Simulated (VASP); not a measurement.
# Pd (Fm-3m) in VASP: notebook, part 2 of 2

VASP 6.6.1.

### Step 5. Band structure, rev-vdW-DF2

This run uses another cell than the first one, of 14.92 Å³/atom, 1.053 times its volume.

INCAR

```
SYSTEM = Pd
PREC = Accurate
ENCUT = 520
EDIFF = 1E-6
ISMEAR = 1
SIGMA = 0.1
LREAL = .False.
LASPH = .True.
NELM = 80
ALGO = Fast
ISIF = 2
LWAVE = .False.
LCHARG = .False.
LMAXMIX = 4
GGA = MK
LUSE_VDW = .True.
AGGAC = 0.0
PARAM1 = 0.1234
PARAM2 = 0.711357
ZAB_VDW = -1.8867
NBANDS = 11
ICORELEVEL = 1
```

KPOINTS

```
Automatic mesh
0
Gamma
  16 16 16
  0 0 0
```

POSCAR

```
Pd                                      
1.0
    0.0000000000      1.9539343692      1.9539343692
    1.9539343692      0.0000000000      1.9539343692
    1.9539343692      1.9539343692      0.0000000000
  Pd            
     1
Direct
     0.0000000000000000    0.0000000000000000    0.0000000000000000
```

KPOINTS_OPT

```
explicit points
106
Reciprocal
 0.0000000000  0.0000000000  0.0000000000 1
 0.0555555556  0.0000000000  0.0555555556 1
 0.1111111111  0.0000000000  0.1111111111 1
 0.1666666667  0.0000000000  0.1666666667 1
 0.2222222222  0.0000000000  0.2222222222 1
 0.2777777778  0.0000000000  0.2777777778 1
 0.3333333333  0.0000000000  0.3333333333 1
 0.3888888889  0.0000000000  0.3888888889 1
 0.4444444444  0.0000000000  0.4444444444 1
 0.5000000000  0.0000000000  0.5000000000 1
 0.5000000000  0.0000000000  0.5000000000 1
 0.5000000000  0.0277777778  0.5277777778 1
 0.5000000000  0.0555555556  0.5555555556 1
 0.5000000000  0.0833333333  0.5833333333 1
 0.5000000000  0.1111111111  0.6111111111 1
 0.5000000000  0.1388888889  0.6388888889 1
 0.5000000000  0.1666666667  0.6666666667 1
 0.5000000000  0.1944444444  0.6944444444 1
 0.5000000000  0.2222222222  0.7222222222 1
 0.5000000000  0.2500000000  0.7500000000 1
 0.5000000000  0.2500000000  0.7500000000 1
 0.4861111111  0.2638888889  0.7500000000 1
 0.4722222222  0.2777777778  0.7500000000 1
 0.4583333333  0.2916666667  0.7500000000 1
 0.4444444444  0.3055555556  0.7500000000 1
 0.4305555556  0.3194444444  0.7500000000 1
 0.4166666667  0.3333333333  0.7500000000 1
 0.4027777778  0.3472222222  0.7500000000 1
 0.3888888889  0.3611111111  0.7500000000 1
 0.3750000000  0.3750000000  0.7500000000 1
 0.3750000000  0.3750000000  0.7500000000 1
 0.3333333333  0.3333333333  0.6666666667 1
 0.2916666667  0.2916666667  0.5833333333 1
 0.2500000000  0.2500000000  0.5000000000 1
 0.2083333333  0.2083333333  0.4166666667 1
 0.1666666667  0.1666666667  0.3333333333 1
 0.1250000000  0.1250000000  0.2500000000 1
 0.0833333333  0.0833333333  0.1666666667 1
 0.0416666667  0.0416666667  0.0833333333 1
 0.0000000000  0.0000000000  0.0000000000 1
 0.0000000000  0.0000000000  0.0000000000 1
 0.0555555556  0.0555555556  0.0555555556 1
 0.1111111111  0.1111111111  0.1111111111 1
 0.1666666667  0.1666666667  0.1666666667 1
 0.2222222222  0.2222222222  0.2222222222 1
 0.2777777778  0.2777777778  0.2777777778 1
 0.3333333333  0.3333333333  0.3333333333 1
 0.3888888889  0.3888888889  0.3888888889 1
 0.4444444444  0.4444444444  0.4444444444 1
 0.5000000000  0.5000000000  0.5000000000 1
 0.5000000000  0.5000000000  0.5000000000 1
 0.5138888889  0.4722222222  0.5138888889 1
 0.5277777778  0.4444444444  0.5277777778 1
 0.5416666667  0.4166666667  0.5416666667 1
 0.5555555556  0.3888888889  0.5555555556 1
 0.5694444444  0.3611111111  0.5694444444 1
 0.5833333333  0.3333333333  0.5833333333 1
 0.5972222222  0.3055555556  0.5972222222 1
 0.6111111111  0.2777777778  0.6111111111 1
 0.6250000000  0.2500000000  0.6250000000 1
 0.6250000000  0.2500000000  0.6250000000 1
 0.6111111111  0.2500000000  0.6388888889 1
 0.5972222222  0.2500000000  0.6527777778 1
 0.5833333333  0.2500000000  0.6666666667 1
 0.5694444444  0.2500000000  0.6805555556 1
 0.5555555556  0.2500000000  0.6944444444 1
 0.5416666667  0.2500000000  0.7083333333 1
 0.5277777778  0.2500000000  0.7222222222 1
 0.5138888889  0.2500000000  0.7361111111 1
 0.5000000000  0.2500000000  0.7500000000 1
 0.5000000000  0.2500000000  0.7500000000 1
 0.5000000000  0.2777777778  0.7222222222 1
 0.5000000000  0.3055555556  0.6944444444 1
 0.5000000000  0.3333333333  0.6666666667 1
 0.5000000000  0.3611111111  0.6388888889 1
 0.5000000000  0.3888888889  0.6111111111 1
 0.5000000000  0.4166666667  0.5833333333 1
 0.5000000000  0.4444444444  0.5555555556 1
 0.5000000000  0.4722222222  0.5277777778 1
 0.5000000000  0.5000000000  0.5000000000 1
 0.5000000000  0.5000000000  0.5000000000 1
 0.4861111111  0.4861111111  0.5277777778 1
 0.4722222222  0.4722222222  0.5555555556 1
 0.4583333333  0.4583333333  0.5833333333 1
 0.4444444444  0.4444444444  0.6111111111 1
 0.4305555556  0.4305555556  0.6388888889 1
 0.4166666667  0.4166666667  0.6666666667 1
 0.4027777778  0.4027777778  0.6944444444 1
 0.3888888889  0.3888888889  0.7222222222 1
 0.3750000000  0.3750000000  0.7500000000 1
 0.6250000000  0.2500000000  0.6250000000 1
 0.6111111111  0.2222222222  0.6111111111 1
 0.5972222222  0.1944444444  0.5972222222 1
 0.5833333333  0.1666666667  0.5833333333 1
 0.5694444444  0.1388888889  0.5694444444 1
 0.5555555556  0.1111111111  0.5555555556 1
 0.5416666667  0.0833333333  0.5416666667 1
 0.5277777778  0.0555555556  0.5277777778 1
 0.5138888889  0.0277777778  0.5138888889 1
 0.5000000000  0.0000000000  0.5000000000 1
 0.0000000000  0.0000000000  0.0000000000 1
 0.3750000000  0.3750000000  0.7500000000 1
 0.5000000000  0.5000000000  0.5000000000 1
 0.6250000000  0.2500000000  0.6250000000 1
 0.5000000000  0.2500000000  0.7500000000 1
 0.5000000000  0.0000000000  0.5000000000 1
```

Started as:

```console
> cat potpaw_PBE.64/Pd/POTCAR > POTCAR
> mpirun -np 1 vasp_std > vasp.out
```

It took 38 s on 1 thread of AMD EPYC 7R13 (Zen 3), shared host; peak memory 0.24 GiB.

The run converged. Its results:

| Quantity | Value |
| --- | --- |
| Free energy | -2.7010 eV |
| Pressure | 0.0 GPa |
| Band gap along the path | none (metal or under the smearing width) |

Levels at the corners of the path, in eV from the Fermi level:
```
point  band 2  band 3  band 4  band 5  band 6  band 7  band 8  band 9
    Γ   -2.80   -2.80   -2.80   -1.22   -1.22   17.28   21.89   21.89
    X   -5.02   -0.06    0.28    0.28    3.35   10.62   13.10   13.10
    X   -5.02   -0.06    0.28    0.28    3.35   10.62   13.10   13.10
    W   -3.32   -3.32   -1.31    0.28    8.83    8.83   10.21   11.57
    W   -3.32   -3.32   -1.31    0.28    8.83    8.83   10.21   11.57
    K   -4.08   -1.94   -0.95   -0.16    7.06    8.01   10.71   15.78
    K   -4.08   -1.94   -0.95   -0.16    7.06    8.01   10.71   15.78
    Γ   -2.80   -2.80   -2.80   -1.22   -1.22   17.28   21.89   21.89
    Γ   -2.80   -2.80   -2.80   -1.22   -1.22   17.28   21.89   21.89
    L   -2.85   -2.85   -0.03   -0.03    1.06    7.18   16.63   20.93
    L   -2.85   -2.85   -0.03   -0.03    1.06    7.18   16.63   20.93
    U   -4.08   -1.94   -0.95   -0.16    7.06    8.01   10.71   15.78
    U   -4.08   -1.94   -0.95   -0.16    7.06    8.01   10.71   15.78
    W   -3.32   -3.32   -1.31    0.28    8.83    8.83   10.21   11.57
    W   -3.32   -3.32   -1.31    0.28    8.83    8.83   10.21   11.57
    L   -2.85   -2.85   -0.03   -0.03    1.06    7.18   16.63   20.93
    L   -2.85   -2.85   -0.03   -0.03    1.06    7.18   16.63   20.93
    K   -4.08   -1.94   -0.95   -0.16    7.06    8.01   10.71   15.78
    U   -4.08   -1.94   -0.95   -0.16    7.06    8.01   10.71   15.78
    X   -5.02   -0.06    0.28    0.28    3.35   10.62   13.10   13.10
```

Core levels (eV, on the scale of the bands):
| atom | levels |
| --- | --- |
| 1 Pd | 1s -24150.6, 2s -3516.9, 2p -3151.7, 3s -625.3, 3p -505.3, 3d -314.9, 4s -74.3, 4p -40.0 |

Caveat: the PAW data sets were made with another functional, which shifts forces and pressure a little.

### Step 6. Band structure, RPBE

This run uses another cell than the first one, of 15.73 Å³/atom, 1.110 times its volume.

INCAR

```
ALGO = Normal
EDIFF = 1E-6
ENCUT = 520
GGA = RP
ICORELEVEL = 1
ISIF = 2
ISMEAR = 1
LASPH = T
LCHARG = F
LMAXMIX = 4
LREAL = F
LWAVE = F
NBANDS = 11
NELM = 80
PREC = Accurate
SIGMA = 0.1
```

KPOINTS

```
k-points
0
Gamma
  16 16 16
```

POSCAR

```
Pd                                      
1.0
    0.0000000000      1.9885573571      1.9885573571
    1.9885573571      0.0000000000      1.9885573571
    1.9885573571      1.9885573571      0.0000000000
  Pd            
     1
Direct
     0.0000000000000000    0.0000000000000000    0.0000000000000000
```

KPOINTS_OPT

```
explicit points
156
Reciprocal
 0.0000000000  0.0000000000  0.0000000000 1
 0.0357142857  0.0000000000  0.0357142857 1
 0.0714285714  0.0000000000  0.0714285714 1
 0.1071428571  0.0000000000  0.1071428571 1
 0.1428571429  0.0000000000  0.1428571429 1
 0.1785714286  0.0000000000  0.1785714286 1
[... 148 lines left out ...]
 0.5000000000  0.2500000000  0.7500000000 1
 0.5000000000  0.0000000000  0.5000000000 1
```

Potentials or basis: VASP PAW PBE potentials, release 64 (Pd).

Started as:

```console
> cat potpaw_PBE.64/Pd/POTCAR > POTCAR
> mpirun -np 1 vasp_std > vasp.out
```

OUTCAR:

```text
EDIFF = 1E-6
   ENCUT = 520
   GGA = RP
   ISIF = 2
   ISMEAR = 1
   LASPH = T
   LREAL = F
   NELM = 80
   PREC = Accurate

 ion  position               nearest neighbor table
   1  0.000  0.000  0.000-

  LATTYP: Found a face centered cubic cell.
 ALAT       =     3.9771147142

  Lattice vectors:

 A1 = (   0.0000000000,   1.9885573571,   1.9885573571)
 A2 = (   1.9885573571,   0.0000000000,   1.9885573571)
 A3 = (   1.9885573571,   1.9885573571,   0.0000000000)

Analysis of symmetry for initial positions (statically):
=====================================================================
 Subroutine PRICEL returns:
 Original cell was already a primitive cell.

 Routine SETGRP: Setting up the symmetry group for a
 face centered cubic supercell.

 Subroutine GETGRP returns: Found 48 space group operations
 (whereof 48 operations were pure point group operations)
 out of a pool of 48 trial point group operations.

The static configuration has the point symmetry O_h .

Analysis of symmetry for dynamics (positions and initial velocities):
=====================================================================
 Subroutine PRICEL returns:
 Original cell was already a primitive cell.

 Routine SETGRP: Setting up the symmetry group for a
 face centered cubic supercell.

 Subroutine GETGRP returns: Found 48 space group operations
 (whereof 48 operations were pure point group operations)
 out of a pool of 48 trial point group operations.

The dynamic configuration has the point symmetry O_h .

 Subroutine INISYM returns: Found 48 space group operations
 (whereof 48 operations are pure point group operations),
 and found     1 'primitive' translations

----------------------------------------------------------------------------------------

                                     Primitive cell

  volume of cell :      15.7269

  direct lattice vectors                    reciprocal lattice vectors
     0.000000000  1.988557357  1.988557357    -0.251438561  0.251438561  0.251438561
     1.988557357  0.000000000  1.988557357     0.251438561 -0.251438561  0.251438561
     1.988557357  1.988557357  0.000000000     0.251438561  0.251438561 -0.251438561

  length of vectors
     2.812244784  2.812244784  2.812244784     0.435504362  0.435504362  0.435504362

  position of ions in fractional coordinates (direct lattice)
     0.000000000  0.000000000  0.000000000

  ion indices of the primitive-cell ions
   primitive index   ion index
                 1           1

----------------------------------------------------------------------------------------

 KPOINTS: k-points

Automatic generation of k-mesh.
 Grid dimensions read from file:
 generate k-points for:   16   16   16

 Generating k-lattice:

  Cartesian coordinates                     Fractional coordinates (reciprocal lattice)
    -0.015714910  0.015714910  0.015714910     0.062500000  0.000000000  0.000000000
     0.015714910 -0.015714910  0.015714910     0.000000000  0.062500000  0.000000000
     0.015714910  0.015714910 -0.015714910     0.000000000  0.000000000  0.062500000

  Length of vectors
     0.027219023  0.027219023  0.027219023

  Shift w.r.t. Gamma in fractional coordinates (k-lattice)
     0.000000000  0.000000000  0.000000000

 Subroutine IBZKPT returns following result:
 ===========================================

 Found    145 irreducible k-points:

 Following reciprocal coordinates:
            Coordinates               Weight
  0.000000  0.000000  0.000000      1.000000
  0.062500  0.000000  0.000000      8.000000
  0.125000  0.000000  0.000000      8.000000
  0.187500  0.000000  0.000000      8.000000
  0.250000  0.000000  0.000000      8.000000
  0.312500  0.000000  0.000000      8.000000
[... 16 lines left out ...]
 -0.125000  0.062500  0.000000     24.000000
 -0.062500  0.062500  0.000000     12.000000
 [... further k-points ...]
   k-points           NKPTS =    145   k-points in BZ     NKDIM =    145   number of bands    NBANDS=     11
   number of dos      NEDOS =    301   number of ions     NIONS =      1
   total plane-waves  NPLWV =  13824
   dimension x,y,z NGX =    24 NGY =   24 NGZ =   24
   dimension x,y,z NGXF=    48 NGYF=   48 NGZF=   48
   ions per type =               1
   NGX,Y,Z   is equivalent  to a cutoff of  14.19, 14.19, 14.19 a.u.
   NGXF,Y,Z  is equivalent  to a cutoff of  28.38, 28.38, 28.38 a.u.
 SYSTEM =  unknown system
   PREC   = accura    normal or accurate (medium, high low for compatibility)
   ISTART =      0    job   : 0-new  1-cont  2-samecut
   ICHARG =      2    charge: 1-file 2-atom 10-const
   ISPIN  =      1    spin polarized calculation?
   LNONCOLLINEAR =      F non collinear calculations
   LSORBIT =      F    spin-orbit coupling
   LASPH  =      T    aspherical Exc in radial PAW
   ENCUT  =  520.0 eV  38.22 Ry    6.18 a.u.   5.23  5.23  5.23*2*pi/ulx,y,z
   NELM   =     80;   NELMIN=  2; NELMDL= -5     # of ELM steps
   EDIFF  = 0.1E-05   stopping-criterion for ELM
   LREAL  =      F    real-space projection
   EDIFFG = 0.1E-04   stopping-criterion for IOM
   NSW    =      0    number of steps for IOM
   IBRION =     -1    ionic relax: 0-MD 1-quasi-New 2-CG
   NFREE  =      0    steps in history (QN), initial steepest desc. (CG)
   ISIF   =      2    stress and relaxation
   ISYM   =      2    0-nonsym 1-usesym 2-fastsym
   POTIM  = 0.5000    time-step for ionic-motion
   TEBEG  =    0.0;   TEEND  =   0.0 temperature during run
   PSTRESS=    0.0 pullay stress
   NELECT =      10.0000    total number of electrons
   NUPDOWN=      -1.0000    fix difference up-down
   EMIN   =  10.00;   EMAX   =-10.00  energy-range for DOS
   EFERMI =   0.00;   METHOD = LEGACY
   ISMEAR =     1;   SIGMA  =   0.10  broadening in eV -4-tet -1-fermi 0-gaus
   EFERMI_NEDOS =   21; number of points for ismear=-14 and -15
   IALGO  =     38    algorithm
   IMIX   =      4    mixing-type and parameters
     AMIX     =   0.40;   BMIX     =  1.00
     AMIX_MAG =   1.60;   BMIX_MAG =  1.00
  volume/ion in A,a.u.               =      15.73       106.13
  Fermi-wavevector in a.u.,A,eV,Ry     =   1.407754  2.660269 26.963628  1.981771
  Thomas-Fermi vector in A             =   2.529981
   LORBIT       =      0    0 simple, 1 ext, 2 COOP (PROOUT), +10 PAW based schemes
   GGA     = RP    functional components
   LHFCALC =     F    Hartree Fock is set to
   AEXX    =    0.0000 exact exchange contribution
   IVDW    =     0    specifies the selected vdW correction
   LEPSILON=     F    determine dielectric tensor
   LRPA    =     F    only Hartree local field effects (RPA)
 non-spin polarized calculation
 Methfessel and Paxton  Order N= 1 SIGMA  =   0.10
  energy-cutoff  :      520.00
  volume of cell :       15.73
 maximum number of plane-waves:       444
 NGX is ok and might be reduce to    24
   NGX = 11   NGY = 11   NGZ = 11

 number of electron      10.0000001 magnetization

 Free energy of the ion-electron system (eV)
  ---------------------------------------------------
  ext. energy  EPLUGINS =         0.00000000
  ---------------------------------------------------
  free energy    TOTEN  =        -4.62734653 eV

  energy without entropy =       -4.62681420  energy(sigma->0) =       -4.62716909

 the core state eigenenergies are
   1-  1s -24151.2593  2s  -3517.5966  2p  -3152.3516  3s   -626.0290  3p   -506.0261
       3d   -315.5679  4s    -75.0820  4p    -40.7981

 E-fermi :   8.8520     XC(G=0): -12.6747

 val. band max:        8.8459055308   @ k =  -0.3125   0.3750   0.1875
 cond. band min:       8.8553607573   @ k =   0.5000   0.3750   0.0625
 fundamental gap:      0.0094552265
 Fermi energy:         8.8520258068

 k-point     1 :       0.0000    0.0000    0.0000
  band No.  band energies     occupation
      1       2.2387      2.00000
      2       6.3009      2.00000
      3       6.3009      2.00000
      4       6.3009      2.00000
      5       7.7419      2.00000
      6       7.7419      2.00000
      7      25.9859      0.00000
      8      30.4309      0.00000
      9      30.4309      0.00000
     10      30.4309      0.00000
     11      35.1949      0.00000
[... 267 lines left out ...]
 k-point    21 :      -0.2500    0.0625    0.0000
  band No.  band energies     occupation
      1       4.0902      2.00000
      2       6.2636      2.00000
      3       6.5780      2.00000
      4       6.6089      2.00000
      5       7.7438      2.00000
      6       8.3346      2.00000
      7      22.1825      0.00000

------------------------ aborting loop because EDIFF is reached ----------------------------------------

  FORCE on cell =-STRESS in cart. coord.  units (eV):
  Direction    XX          YY          ZZ          XY          YZ          ZX
  --------------------------------------------------------------------------------------
  -------------------------------------------------------------------------------------
  Total        0.0091282      0.0091282      0.0091282      0.0000000      0.0000000      0.0000000
  in kB        0.9299309      0.9299309      0.9299309      0.0000000      0.0000000      0.0000000
  external PRESSURE =       0.9299309 kB  Pullay stress =       0.0000000 kB

 VOLUME and BASIS-vectors are now :
 -----------------------------------------------------------------------------
  energy-cutoff  :      520.00
  volume of cell :       15.73
      direct lattice vectors                 reciprocal lattice vectors
     0.000000000  1.988557357  1.988557357    -0.251438561  0.251438561  0.251438561
     1.988557357  0.000000000  1.988557357     0.251438561 -0.251438561  0.251438561
     1.988557357  1.988557357  0.000000000     0.251438561  0.251438561 -0.251438561

 POSITION                                       TOTAL-FORCE (eV/Angst)
 -----------------------------------------------------------------------------------
      0.00000      0.00000      0.00000         0.000000     -0.000000      0.000000
 -----------------------------------------------------------------------------------
    total drift:                               -0.000000      0.000000     -0.000000

  FREE ENERGIE OF THE ION-ELECTRON SYSTEM (eV)
  ---------------------------------------------------
  free  energy   TOTEN  =        -4.6273465339 eV

  energy  without entropy=       -4.6268142003  energy(sigma->0) =       -4.62716909
```

Run time: 11 s. Hardware: 1 thread of Intel Xeon 6975P-C (Granite Rapids), shared host; peak memory 0.17 GiB.

Results:

- Free energy: -4.6273 eV
- Pressure: 0.1 GPa
- Band gap along the path: none (metal or under the smearing width)

Levels at the corners of the path, in eV from the Fermi level:
| point | band 3 | band 4 | band 5 | band 6 | band 7 | band 8 |
| --- | --- | --- | --- | --- | --- | --- |
| Γ | -2.55 | -2.55 | -1.11 | -1.11 | 17.13 | 21.58 |
| X | -0.06 | 0.25 | 0.25 | 3.39 | 10.16 | 12.91 |
| X | -0.06 | 0.25 | 0.25 | 3.39 | 10.16 | 12.91 |
| W | -3.04 | -1.18 | 0.25 | 8.58 | 8.58 | 9.94 |
| W | -3.04 | -1.18 | 0.25 | 8.58 | 8.58 | 9.94 |
| K | -1.76 | -0.86 | -0.15 | 6.85 | 7.83 | 10.30 |
| K | -1.76 | -0.86 | -0.15 | 6.85 | 7.83 | 10.30 |
| Γ | -2.55 | -2.55 | -1.11 | -1.11 | 17.13 | 21.58 |
| Γ | -2.55 | -2.55 | -1.11 | -1.11 | 17.13 | 21.58 |
| L | -2.59 | -0.03 | -0.03 | 1.18 | 6.87 | 16.48 |
| L | -2.59 | -0.03 | -0.03 | 1.18 | 6.87 | 16.48 |
| U | -1.76 | -0.86 | -0.15 | 6.85 | 7.83 | 10.30 |
| U | -1.76 | -0.86 | -0.15 | 6.85 | 7.83 | 10.30 |
| W | -3.04 | -1.18 | 0.25 | 8.58 | 8.58 | 9.94 |
| W | -3.04 | -1.18 | 0.25 | 8.58 | 8.58 | 9.94 |
| L | -2.59 | -0.03 | -0.03 | 1.18 | 6.87 | 16.48 |
| L | -2.59 | -0.03 | -0.03 | 1.18 | 6.87 | 16.48 |
| K | -1.76 | -0.86 | -0.15 | 6.85 | 7.83 | 10.30 |
| U | -1.76 | -0.86 | -0.15 | 6.85 | 7.83 | 10.30 |
| X | -0.06 | 0.25 | 0.25 | 3.39 | 10.16 | 12.91 |

Core levels (eV, on the scale of the bands):
```csv
atom,levels
1 Pd,"1s -24151.3, 2s -3517.6, 2p -3152.4, 3s -626.0, 3p -506.0, 3d -315.6, 4s -75.1, 4p -40.8"
```

Caveat: the PAW data sets were made with another functional, which shifts forces and pressure a little.

### Step 7. Summary

| level | potentials or basis | cell | pressure (GPa) |
| --- | --- | --- | --- |
| LDA | VASP PAW LDA potentials, release 64 (Pd) | Fm-3m, 14.17 Å³/atom | 0.0 |
| PBEsol | VASP PAW PBE potentials, release 64 (Pd) | Fm-3m, 14.53 Å³/atom | 0.0 |
| PBE+D3(BJ) | VASP PAW PBE potentials, release 64 (Pd) | Fm-3m, 14.69 Å³/atom | 0.0 |
| rev-vdW-DF2 | VASP PAW PBE potentials, release 64 (Pd) | Fm-3m, 14.92 Å³/atom | 0.0 |
| RPBE | VASP PAW PBE potentials, release 64 (Pd) | Fm-3m, 15.73 Å³/atom | 0.1 |

Alike in all rows: task band structure; no spin polarisation; k mesh 16 × 16 × 16; cutoff (eV) 520; smearing methfessel-paxton 0.1 eV.

Caveats: the PAW data sets were made with another functional, which shifts forces and pressure a little (some runs); pairwise dispersion overbinds metals, which lowers pressure and volume (some runs).

Total energies depend on the potentials used, so only differences within one code and one set of settings carry meaning.
